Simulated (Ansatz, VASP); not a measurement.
# Cu: VASP beside Ansatz

```
Cu
1.0
    -1.44447    1.44447    1.30979
     1.44447   -1.44447    1.30979
     1.44447    1.44447   -1.30979
Cu
1
Direct
  0.00000 0.00000 0.00000
```

Alike in both runs: functional LDA; k mesh 16 × 16 × 16; no spin polarisation.

Ansatz relaxed the structure, and its values are those at the end. VASP's run is a single point on that final structure, the one shown.

|  | VASP | Ansatz |
| --- | --- | --- |
| version | VASP 6.6.1 | Ansatz 0.2.0 |
| potentials or method | VASP PAW LDA potentials, release 64 (Cu) | plane waves, PAW |
| plane-wave cutoff (eV) | 520 | 530 |
| occupations | methfessel-paxton of order 1, width 0.15 eV | cold, width 0.15 eV |
| valence electrons in the cell | 11 | 19 |

VASP gave:

| Quantity | Value |
| --- | --- |
| pressure (GPa) | 0.9 |

Estimate Ansatz's values.

pressure (GPa): 0.0.

The two sets of potentials don't hold the same shells in valence.
